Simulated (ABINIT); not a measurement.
Here is an ABINIT 10.8.3 (patched build) calculation.

The input run.abi:

```
ndtset 2

pp_dirpath "./"
pseudos "Si.upf, C.upf"

acell 3*1.0 Angstrom
rprim
     3.0760000000     0.0000000000     0.0000000000
    -1.5380000000     2.6638941420     0.0000000000
     0.0000000000     0.0000000000     5.0480000000
ntypat 2
znucl 14 6
natom 4
typat 1 1 2 2
xred
     0.6666666667     0.3333333333     0.5000000000
     0.3333333333     0.6666666667     0.0000000000
     0.6666666667     0.3333333333     0.8850000000
     0.3333333333     0.6666666667     0.3850000000

ecut 41.0

ixc 11

occopt 3
tsmear 0.05 eV

nstep 100

iomode 3
prtwf 0
prteig 0
prtebands 0
enunit 2
prtden1 1

kptopt1 1
ngkpt1 10 10 5
nshiftk1 1
shiftk1 0.0 0.0 0.0
nband1 12
tolvrs1 1.0e-10

iscf2 -2
getden2 1
nband2 16
nbdbuf2 2
tolwfr2 1.0e-12
kptopt2 -7
ndivsm2 8
prteig2 1
prtvol2 -3
kptbounds2
     0.0000000000     0.0000000000     0.0000000000
     0.5000000000     0.0000000000     0.0000000000
     0.3333333333     0.3333333333     0.0000000000
     0.0000000000     0.0000000000     0.0000000000
     0.0000000000     0.0000000000     0.5000000000
     0.5000000000     0.0000000000     0.5000000000
     0.3333333333     0.3333333333     0.5000000000
     0.0000000000     0.0000000000     0.5000000000
```

Potentials or basis: PseudoDojo NC SR PBE v0.4 stringent.

Launch:

```console
$ abinit run.abi > log 2>&1
```

Question: What does it give for the pressure?

Answer: 3.7 GPa.

Question: What does it give for the largest force?

Answer: 0.760 eV/Å.

Question: Predict the band gap along the path.

Answer: 2.33 eV, indirect (least direct gap 4.09 eV).

Question: Estimate the band gap on the k mesh.

Answer: 2.49 eV, indirect (least direct gap 4.09 eV).

Levels at the corners of the path, in eV from the valence-band top:
```
point  band 5  band 6  band 7  band 8  band 9  band 10  band 11  band 12
    Γ   -1.56   -0.28   -0.28    0.00    4.62     6.02     6.51     6.51
    M   -5.43   -3.55   -3.26   -1.49    2.60     4.20     6.75     7.21
    K   -6.50   -4.12   -4.04   -4.04    2.33     7.98     8.65     8.65
    Γ   -1.56   -0.28   -0.28    0.00    4.62     6.02     6.51     6.51
    A   -0.97   -0.97   -0.97   -0.97    5.71     5.71     7.18     7.18
    L   -2.69   -2.69   -2.34   -2.34    3.17     3.17     5.00     5.00
    H   -5.86   -5.86   -1.75   -1.75    4.82     4.82     5.98     5.98
    A   -0.97   -0.97   -0.97   -0.97    5.71     5.71     7.18     7.18
```

Caveat: the mesh misses the band edges, which the band path finds closer together. PBE gaps usually lie below the measured ones, often by a third to a half.
